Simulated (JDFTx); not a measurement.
**Fe in JDFTx: the effect of Hubbard term**

The system is Fe.

```
Fe
1.0
    -1.44300    1.44300    1.44300
     1.44300   -1.44300    1.44300
     1.44300    1.44300   -1.44300
Fe
1
Direct
  0.00000 0.00000 0.00000
```

Alike in all runs:

```yaml
Program: JDFTx 1.7.0 (patched build)
Task: density of states
Functional: PBE
Potentials_or_basis: PseudoDojo-SR-PBE-0.5-standard with smoothed tails
Cutoff: 1225 eV
Density_cutoff: 4898 eV
k_mesh: 13 × 13 × 13
Occupations: fermi-dirac, width 0.05 eV
Spin: collinear spin, ferromagnetic start
Starting_moments: "[3.0] μB"
Local_potential_set_to_-Z/r_beyond: 6 bohr
Density_cutoff_over_wavefunction_cutoff: 4
Max_SCF_steps: 100
SCF_threshold_on_the_energy: 1e-08 Ha
Solver_of_the_electrons: scf
Further_solve_for_the_empty_bands: yes
```

| Hubbard term | pressure (GPa) | moment (μB) |
| --- | --- | --- |
| none | -5.0 | 2.46 |
| Fe d U = 1 eV | 0.3 | 2.63 |
| Fe d U = 2 eV | 1.9 | 2.65 |
| Fe d U = 3 eV | 3.9 | 2.65 |
| Fe d U = 4 eV | 6.8 | 2.65 |
| Fe d U = 6 eV | ? | ? |
| Fe d U = 8 eV | 24.6 | 2.68 |

Q: What does the run with Hubbard term Fe d U = 6 eV give?

A: Pressure 21.8 GPa; moment 2.68 μB.

Worked out: A parabola through the other rows of the pressure, of slope 4.19 GPa per eV there, gives 15.3 GPa, against the run's 21.8. The fit is too stiff a form for this range. The moment follows no smooth curve through the other rows.

Caveats: the U is typed as a test and isn't derived for this compound (some runs).
